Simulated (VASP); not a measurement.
# GaN (P6_3mc) in VASP: further runs

The runs below take GaN through relaxation of cell and atoms, with r2SCAN, PBE.

Program: VASP 6.6.1. These are calculated values, not measurements. Logs are shortened: lines on timing, memory, paths and dates and some standing lists are left out, and cuts for length are marked.

**1. Starting point**

The structure is hexagonal, space group P6_3mc (No. 186). Conventional cell: a = 3.188 Å, b = 3.188 Å, c = 5.196 Å, α = 90.00°, β = 90.00°, γ = 120.00°. Around Ga (site symmetry 3m) lie 4 N at 1.95 to 1.96 Å. N (site symmetry 3m) has 4 Ga at 1.95 to 1.96 Å as nearest neighbours.

**2. Relaxation of cell and atoms, r2SCAN**

The input, INCAR:

```
SYSTEM = GaN
  ALGO = Normal
  EDIFF = 1E-7
  EDIFFG = -0.005
  ENCUT = 600
  IBRION = 2
  ISIF = 3
  ISMEAR = 0
  LASPH = .TRUE.
  LCHARG = .FALSE.
  LMIXTAU = .TRUE.
  LREAL = .FALSE.
  LWAVE = .FALSE.
  METAGGA = R2SCAN
  NELM = 80
  NSW = 90
  PREC = Accurate
  SIGMA = 0.03
```

The input, KPOINTS:

```
k-points
0
G
  12 12 5
  0 0 0
```

The input, POSCAR:

```
GaN                                     
1.0
    3.1881448991      0.0000000000      0.0000000000
   -1.5940724496      2.7610144695     -0.0000000000
    0.0000000000      0.0000000000      5.1960951837
  Ga              N             
     2     2
Direct
     0.3333333300000021    0.6666666699999979    0.9991606913428285
     0.6666666699999979    0.3333333300000021    0.4991606913428285
     0.3333333300000021    0.6666666699999979    0.3758393086571715
     0.6666666699999979    0.3333333300000021    0.8758393086571715
```

Potentials or basis: VASP PAW PBE potentials, release 64 (Ga_d, N).

Launch:

```
> cat potpaw_PBE.64/Ga_d/POTCAR potpaw_PBE.64/N/POTCAR > POTCAR
> mpirun -np 1 vasp_std > vasp.out
```

OUTCAR:

```text
SYSTEM = GaN
   EDIFF = 1E-7
   EDIFFG = -0.005
   ENCUT = 600
   IBRION = 2
   ISIF = 3
   ISMEAR = 0
   LASPH = .TRUE.
   LREAL = .FALSE.
   METAGGA = R2SCAN
   NELM = 80
   NSW = 90
   PREC = Accurate

 ion  position               nearest neighbor table
   1  0.333  0.667  0.999-   4 1.95   4 1.95   4 1.95   3 1.96
   2  0.667  0.333  0.499-   3 1.95   3 1.95   3 1.95   4 1.96
   3  0.333  0.667  0.376-   2 1.95   2 1.95   2 1.95   1 1.96
   4  0.667  0.333  0.876-   1 1.95   1 1.95   1 1.95   2 1.96

  LATTYP: Found a hexagonal cell.
 ALAT       =     3.1881448991
 C/A-ratio  =     1.6298177618

  Lattice vectors:

 A1 = (   3.1881448991,   0.0000000000,   0.0000000000)
 A2 = (  -1.5940724496,   2.7610144695,   0.0000000000)
 A3 = (   0.0000000000,   0.0000000000,   5.1960951837)

Analysis of symmetry for initial positions (statically):
=====================================================================
 Subroutine PRICEL returns:
 Original cell was already a primitive cell.

 Routine SETGRP: Setting up the symmetry group for a
 hexagonal supercell.

 Subroutine GETGRP returns: Found 12 space group operations
 (whereof  6 operations were pure point group operations)
 out of a pool of 24 trial point group operations.

The static configuration has the point symmetry C_3v.
 The point group associated with its full space group is C_6v.

Analysis of symmetry for dynamics (positions and initial velocities):
=====================================================================
 Subroutine PRICEL returns:
 Original cell was already a primitive cell.

 Routine SETGRP: Setting up the symmetry group for a
 hexagonal supercell.

 Subroutine GETGRP returns: Found 12 space group operations
 (whereof  6 operations were pure point group operations)
 out of a pool of 24 trial point group operations.

The dynamic configuration has the point symmetry C_3v.
 The point group associated with its full space group is C_6v.

 Subroutine INISYM returns: Found 12 space group operations
 (whereof  6 operations are pure point group operations),
 and found     1 'primitive' translations

----------------------------------------------------------------------------------------

                                     Primitive cell

  volume of cell :      45.7387

  direct lattice vectors                    reciprocal lattice vectors
     3.188144899  0.000000000  0.000000000     0.313662030  0.181092858  0.000000000
    -1.594072450  2.761014470  0.000000000     0.000000000  0.362185715  0.000000000
     0.000000000  0.000000000  5.196095184     0.000000000  0.000000000  0.192452210

  length of vectors
     3.188144899  3.188144896  5.196095184     0.362185715  0.362185715  0.192452210

  position of ions in fractional coordinates (direct lattice)
     0.333333330  0.666666670  0.999160691
     0.666666670  0.333333330  0.499160691
     0.333333330  0.666666670  0.375839309
     0.666666670  0.333333330  0.875839309

  ion indices of the primitive-cell ions
   primitive index   ion index
                 1           1
                 2           2
                 3           3
                 4           4

----------------------------------------------------------------------------------------

 KPOINTS: k-points

Automatic generation of k-mesh.
 Grid dimensions read from file:
 generate k-points for:   12   12    5

 Generating k-lattice:

  Cartesian coordinates                     Fractional coordinates (reciprocal lattice)
     0.026138502  0.015091071  0.000000000     0.083333333  0.000000000  0.000000000
     0.000000000  0.030182143  0.000000000     0.000000000  0.083333333  0.000000000
     0.000000000  0.000000000  0.038490442     0.000000000  0.000000000  0.200000000

  Length of vectors
     0.030182143  0.030182143  0.038490442

  Shift w.r.t. Gamma in fractional coordinates (k-lattice)
     0.000000000  0.000000000  0.000000000

 Subroutine IBZKPT returns following result:
 ===========================================

 Found     57 irreducible k-points:

 Following reciprocal coordinates:
            Coordinates               Weight
  0.000000  0.000000  0.000000      1.000000
  0.083333 -0.000000  0.000000      6.000000
  0.166667 -0.000000  0.000000      6.000000
  0.250000  0.000000  0.000000      6.000000
  0.333333  0.000000  0.000000      6.000000
  0.416667 -0.000000  0.000000      6.000000
[... 16 lines left out ...]
  0.250000  0.000000  0.200000     12.000000
  0.333333  0.000000  0.200000     12.000000
 [... further k-points ...]
   k-points           NKPTS =     57   k-points in BZ     NKDIM =     57   number of bands    NBANDS=     22
   number of dos      NEDOS =    301   number of ions     NIONS =      4
   total plane-waves  NPLWV =  32928
   dimension x,y,z NGX =    28 NGY =   28 NGZ =   42
   dimension x,y,z NGXF=    56 NGYF=   56 NGZF=   84
   ions per type =               2   2
   NGX,Y,Z   is equivalent  to a cutoff of  14.60, 14.60, 13.44 a.u.
   NGXF,Y,Z  is equivalent  to a cutoff of  29.20, 29.20, 26.88 a.u.
 SYSTEM =  GaN
   PREC   = accura    normal or accurate (medium, high low for compatibility)
   ISTART =      0    job   : 0-new  1-cont  2-samecut
   ICHARG =      2    charge: 1-file 2-atom 10-const
   ISPIN  =      1    spin polarized calculation?
   LNONCOLLINEAR =      F non collinear calculations
   LSORBIT =      F    spin-orbit coupling
   LASPH  =      T    aspherical Exc in radial PAW
   ENCUT  =  600.0 eV  44.10 Ry    6.64 a.u.   6.37  6.37 10.38*2*pi/ulx,y,z
   NELM   =     80;   NELMIN=  2; NELMDL= -5     # of ELM steps
   EDIFF  = 0.1E-06   stopping-criterion for ELM
   LREAL  =      F    real-space projection
   EDIFFG = -.5E-02   stopping-criterion for IOM
   NSW    =     90    number of steps for IOM
   IBRION =      2    ionic relax: 0-MD 1-quasi-New 2-CG
   NFREE  =      1    steps in history (QN), initial steepest desc. (CG)
   ISIF   =      3    stress and relaxation
   ISYM   =      2    0-nonsym 1-usesym 2-fastsym
   POTIM  = 0.5000    time-step for ionic-motion
   TEBEG  =    0.0;   TEEND  =   0.0 temperature during run
   PSTRESS=    0.0 pullay stress
   NELECT =      36.0000    total number of electrons
   NUPDOWN=      -1.0000    fix difference up-down
   EMIN   =  10.00;   EMAX   =-10.00  energy-range for DOS
   EFERMI =   0.00;   METHOD = LEGACY
   ISMEAR =     0;   SIGMA  =   0.03  broadening in eV -4-tet -1-fermi 0-gaus
   EFERMI_NEDOS =   21; number of points for ismear=-14 and -15
   IALGO  =     38    algorithm
   IMIX   =      4    mixing-type and parameters
     AMIX     =   0.40;   BMIX     =  1.00
     AMIX_MAG =   1.60;   BMIX_MAG =  1.00
  volume/ion in A,a.u.               =      11.43        77.16
  Fermi-wavevector in a.u.,A,eV,Ry     =   1.511522  2.856362 31.085201  2.284698
  Thomas-Fermi vector in A             =   2.621568
   LORBIT       =      0    0 simple, 1 ext, 2 COOP (PROOUT), +10 PAW based schemes
   METAGGA = R2SCAN    functional components
   LHFCALC =     F    Hartree Fock is set to
   AEXX    =    0.0000 exact exchange contribution
   IVDW    =     0    specifies the selected vdW correction
   LEPSILON=     F    determine dielectric tensor
   LRPA    =     F    only Hartree local field effects (RPA)
 conjugate gradient relaxation of ions
 non-spin polarized calculation
 Gauss-broadening in eV      SIGMA  =   0.03
  energy-cutoff  :      600.00
  volume of cell :       45.74
 maximum number of plane-waves:      1550
 NGX is ok and might be reduce to    28
   NGX = 13   NGY = 13   NGZ = 21

--------------------------------------- Ionic step        1  -------------------------------------------

 number of electron      35.9999997 magnetization

 Free energy of the ion-electron system (eV)
  ---------------------------------------------------
  ext. energy  EPLUGINS =         0.00000000
  ---------------------------------------------------
  free energy    TOTEN  =       -43.82359625 eV

  energy without entropy =      -43.82359625  energy(sigma->0) =      -43.82359625

------------------------ aborting loop because EDIFF is reached ----------------------------------------

  FORCE on cell =-STRESS in cart. coord.  units (eV):
  Direction    XX          YY          ZZ          XY          YZ          ZX
  --------------------------------------------------------------------------------------
  -------------------------------------------------------------------------------------
  Total        0.0225570      0.0225570     -0.0291470     -0.0000000      0.0000000      0.0000000
  in kB        0.7901460      0.7901460     -1.0209875     -0.0000000      0.0000000      0.0000000
  external PRESSURE =       0.1864348 kB  Pullay stress =       0.0000000 kB

 VOLUME and BASIS-vectors are now :
 -----------------------------------------------------------------------------
  energy-cutoff  :      600.00
  volume of cell :       45.74
      direct lattice vectors                 reciprocal lattice vectors
     3.188144899  0.000000000  0.000000000     0.313662030  0.181092858  0.000000000
    -1.594072450  2.761014470  0.000000000     0.000000000  0.362185715  0.000000000
     0.000000000  0.000000000  5.196095184     0.000000000  0.000000000  0.192452210
[... 39 lines left out ...]
 POSITION                                       TOTAL-FORCE (eV/Angst)
 -----------------------------------------------------------------------------------
     -0.00000      1.84118      5.18990         0.000000     -0.000000     -0.006253
      1.59451      0.92059      2.59277         0.000000      0.000000     -0.006253
     -0.00000      1.84118      1.95222        -0.000000      0.000000      0.006253
      1.59451      0.92059      4.54935        -0.000000     -0.000000      0.006253
 -----------------------------------------------------------------------------------
    total drift:                               -0.000010      0.000007     -0.026306

  FREE ENERGIE OF THE ION-ELECTRON SYSTEM (eV)
  ---------------------------------------------------
  free  energy   TOTEN  =       -43.8236008061 eV

  energy  without entropy=      -43.8236008061  energy(sigma->0) =      -43.82360081

--------------------------------------- Ionic step        3  -------------------------------------------

 number of electron      35.9999997 magnetization

 Free energy of the ion-electron system (eV)
  ---------------------------------------------------
  ext. energy  EPLUGINS =         0.00000000
  ---------------------------------------------------
  free energy    TOTEN  =       -43.82360277 eV

  energy without entropy =      -43.82360277  energy(sigma->0) =      -43.82360277

 E-fermi :   5.2500     XC(G=0): -12.6299

 val. band max:        5.0406294093   @ k =   0.0000   0.0000   0.0000
 cond. band min:       7.3430831799   @ k =   0.0000   0.0000   0.0000
 fundamental gap:      2.3024537706
 Fermi energy:         5.2499676054

 k-point     1 :       0.0000    0.0000    0.0000
  band No.  band energies     occupation
      1     -11.7239      2.00000
      2     -10.7353      2.00000
      3      -8.7861      2.00000
      4      -8.7709      2.00000
      5      -8.7708      2.00000
      6      -8.7036      2.00000
[... 14 lines left out ...]
     21      14.9608      0.00000
     22      15.5991      0.00000
[... 552 lines left out ...]
  band No.  band energies     occupation
      1     -10.9087      2.00000
      2     -10.5797      2.00000
      3      -8.7152      2.00000
      4      -8.6777      2.00000
      5      -8.6228      2.00000
      6      -8.5605      2.00000
[... 14 lines left out ...]
     21      12.7012      0.00000
     22      13.9054      0.00000

 [... further k-points ...]
[... 5 lines left out ...]
  --------------------------------------------------------------------------------------
  -------------------------------------------------------------------------------------
  Total        0.0002021      0.0002021     -0.0085885     -0.0000000     -0.0000000      0.0000000
  in kB        0.0070800      0.0070800     -0.3008095     -0.0000000     -0.0000000      0.0000000
  external PRESSURE =      -0.0955499 kB  Pullay stress =       0.0000000 kB

 VOLUME and BASIS-vectors are now :
 -----------------------------------------------------------------------------
  energy-cutoff  :      600.00
  volume of cell :       45.74
      direct lattice vectors                 reciprocal lattice vectors
     3.188677382 -0.000000000  0.000000000     0.313609651  0.181062617  0.000000000
    -1.594338691  2.761475613  0.000000000     0.000000000  0.362125233  0.000000000
    -0.000000000  0.000000000  5.194973791     0.000000000  0.000000000  0.192493753

 POSITION                                       TOTAL-FORCE (eV/Angst)
 -----------------------------------------------------------------------------------
     -0.00000      1.84098      5.19061         0.000000     -0.000000     -0.003894
      1.59434      0.92049      2.59312        -0.000000      0.000000     -0.003894
     -0.00000      1.84098      1.95248        -0.000000      0.000000      0.003894
      1.59434      0.92049      4.54997         0.000000      0.000000      0.003894
 -----------------------------------------------------------------------------------
    total drift:                               -0.000010      0.000007     -0.026471

  FREE ENERGIE OF THE ION-ELECTRON SYSTEM (eV)
  ---------------------------------------------------
  free  energy   TOTEN  =       -43.8236027680 eV

  energy  without entropy=      -43.8236027680  energy(sigma->0) =      -43.82360277

 reached required accuracy - stopping structural energy minimisation
```

It took 9.6 min on 1 thread of Intel Xeon Platinum 8488C (Sapphire Rapids), shared host; peak memory 0.22 GiB.

Results:

```
Free energy                            : -43.8236 eV
Relaxed volume                         : 11.44 Å³/atom
Relaxed cell                           : a = 3.189 Å, b = 3.189 Å, c = 5.195 Å, α = 90.00°, β = 90.00°, γ = 120.00°
Space group after relaxing (to 0.05 Å) : P6_3mc (No. 186)
Energy gained by relaxing              : 0.0 meV/atom
Ionic steps                            : 3
Pressure after relaxing                : 0.0 GPa
Largest force after relaxing           : 0.004 eV/Å
Band gap on the k mesh                 : 2.30 eV, direct
```

Forces on the atoms (eV/Å):
```
Ga   0.000  0.000 -0.004
Ga   0.000  0.000 -0.004
N    0.000  0.000  0.004
N    0.000  0.000  0.004
```

Final structure:
```
Ga N
1.0
     3.18868    0.00000    0.00000
    -1.59434    2.76148    0.00000
     0.00000    0.00000    5.19497
Ga N
2 2
Cartesian
  0.0000 1.8410 5.1906
  1.5943 0.9205 2.5931
  0.0000 1.8410 1.9525
  1.5943 0.9205 4.5500
```

Caveat: the PAW data sets were made with another functional, which shifts forces and pressure a little. r2SCAN opens gaps a little over a GGA but as a rule still falls short of measured ones.

**3. Relaxation of cell and atoms, PBE**

This run uses another cell than the first one, of 11.31 Å³/atom, 0.989 times its volume.

The input, INCAR:

```
SYSTEM = GaN
ALGO = Normal
EDIFF = 1E-6
EDIFFG = -0.01
ENCUT = 600
GGA = PE
IBRION = 2
ISIF = 3
ISMEAR = 0
LASPH = .True.
LCHARG = .False.
LREAL = .False.
LWAVE = .False.
NELM = 80
NSW = 90
PREC = Accurate
SIGMA = 0.03
```

The input, KPOINTS:

```
k-points
0
Gamma
  12 12 5
  0 0 0
```

The input, POSCAR:

```
GaN
1.0
    3.1800000000      0.0000000000      0.0000000000
   -1.5900000000      2.7539607800      0.0000000000
    0.0000000000      0.0000000000      5.1660000000
Ga N
2 2
Direct
    0.3333333300      0.6666666700      0.0000000000
    0.6666666700      0.3333333300      0.5000000000
    0.3333333300      0.6666666700      0.3750000000
    0.6666666700      0.3333333300      0.8750000000
```

Potentials or basis: VASP PAW PBE potentials, release 64 (Ga_d, N).

Launch:

```
> cat potpaw_PBE.64/Ga_d/POTCAR potpaw_PBE.64/N/POTCAR > POTCAR
> mpirun -np 1 vasp_std > vasp.out
```

Wall time 95 s (1 thread of Intel Xeon 6975P-C (Granite Rapids), shared host); peak memory 0.22 GiB.

The run converged. Its results:

```
Free energy                            : -24.3283 eV
Relaxed volume                         : 11.75 Å³/atom
Relaxed cell                           : a = 3.217 Å, b = 3.217 Å, c = 5.243 Å, α = 90.00°, β = 90.00°, γ = 120.00°
Space group after relaxing (to 0.05 Å) : P6_3mc (No. 186)
Energy gained by relaxing              : 10.1 meV/atom
Ionic steps                            : 5
Pressure after relaxing                : 0.1 GPa
Largest force after relaxing           : 0.007 eV/Å
Band gap on the k mesh                 : 1.72 eV, direct
```

Forces in eV/Å, atoms in the order of the input:
```
Ga   0.000  0.000 -0.007
Ga   0.000  0.000 -0.007
N    0.000  0.000  0.007
N    0.000  0.000  0.007
```

Step by step:
```csv
step,energy change (eV),largest force (eV/Å),pressure (GPa),volume (Å³)
1,0.0000,0.1346,7.17,45.24
2,-0.0118,0.0620,-5.27,48.64
3,-0.0402,0.0105,-0.03,47.03
4,-0.0402,0.0127,0.13,47.00
5,-0.0403,0.0073,0.09,47.00
```

Final structure:
```
CELL_PARAMETERS angstrom
3.21715 0.00000 0.00000
-1.60857 2.78613 0.00000
0.00000 0.00000 5.24347
ATOMIC_POSITIONS crystal
Ga 0.33333 0.66667 0.99924
Ga 0.66667 0.33333 0.49924
N 0.33333 0.66667 0.37576
N 0.66667 0.33333 0.87576
```

Levels at points of the mesh, in eV from the valence-band top:
```tsv
k point	band 16	band 17	band 18	band 19	band 20	band 21
(0.00, 0.00, 0.00)	-0.04	0.00	0.00	1.72	4.07	9.02
(0.50, 0.00, 0.00)	-2.64	-2.12	-0.96	4.99	5.38	5.97
```

**4. Relaxation of cell and atoms, PBE**

This run uses another cell than the first one, of 11.75 Å³/atom, 1.028 times its volume.

INCAR: that of step 3 with these lines changed.

```diff
@@ -2,4 +2,4 @@
 ALGO = Normal
-EDIFF = 1E-6
-EDIFFG = -0.01
+EDIFF = 1E-7
+EDIFFG = -0.005
 ENCUT = 600
```

KPOINTS is that of step 3.

The input, POSCAR:

```
GaN                                     
1.0
    3.2171485812      0.0000000000      0.0000000000
   -1.6085742906      2.7861323949      0.0000000000
    0.0000000000     -0.0000000000      5.2434746834
  Ga              N             
     2     2
Direct
     0.3333333300000021    0.6666666699999979    0.9992400822255266
     0.6666666699999979    0.3333333300000021    0.4992400822255266
     0.3333333300000021    0.6666666699999979    0.3757599177744734
     0.6666666699999979    0.3333333300000021    0.8757599177744734
```

Launch:

```
> cat potpaw_PBE.64/Ga_d/POTCAR potpaw_PBE.64/N/POTCAR > POTCAR
> mpirun -np 1 vasp_std > vasp.out
```

Wall time 58 s (1 thread of Intel Xeon 6975P-C (Granite Rapids), shared host); peak memory 0.22 GiB.

It converged, with:

| Property | Result |
| --- | --- |
| Free energy | -24.3308 eV |
| Relaxed volume | 11.76 Å³/atom |
| Relaxed cell | a = 3.218 Å, b = 3.218 Å, c = 5.244 Å, α = 90.00°, β = 90.00°, γ = 120.00° |
| Space group after relaxing (to 0.05 Å) | P6_3mc (No. 186) |
| Energy gained by relaxing | 0.0 meV/atom |
| Ionic steps | 3 |
| Pressure after relaxing | 0.0 GPa |
| Band gap on the k mesh | 1.72 eV, direct |

Forces in eV/Å, atoms in the order of the input:
```
Ga   0.000  0.000 -0.002
Ga   0.000  0.000 -0.002
N    0.000  0.000  0.002
N    0.000  0.000  0.002
```

Final structure:
```
Ga N
1.0
     3.21773    0.00000    0.00000
    -1.60886    2.78663    0.00000
     0.00000    0.00000    5.24405
Ga N
2 2
Direct
  0.33333 0.66667 0.99919
  0.66667 0.33333 0.49919
  0.33333 0.66667 0.37581
  0.66667 0.33333 0.87581
```

Levels at points of the mesh, in eV from the valence-band top:
| k point | band 15 | band 16 | band 17 | band 18 | band 19 | band 20 | band 21 | band 22 |
| --- | --- | --- | --- | --- | --- | --- | --- | --- |
| (0.00, 0.00, 0.00) | -1.00 | -0.04 | 0.00 | 0.00 | 1.72 | 4.07 | 9.02 | 9.73 |
| (0.50, 0.00, 0.00) | -4.07 | -2.64 | -2.12 | -0.96 | 4.98 | 5.37 | 5.98 | 8.35 |

As with any semilocal functional, this PBE gap is likely too small.
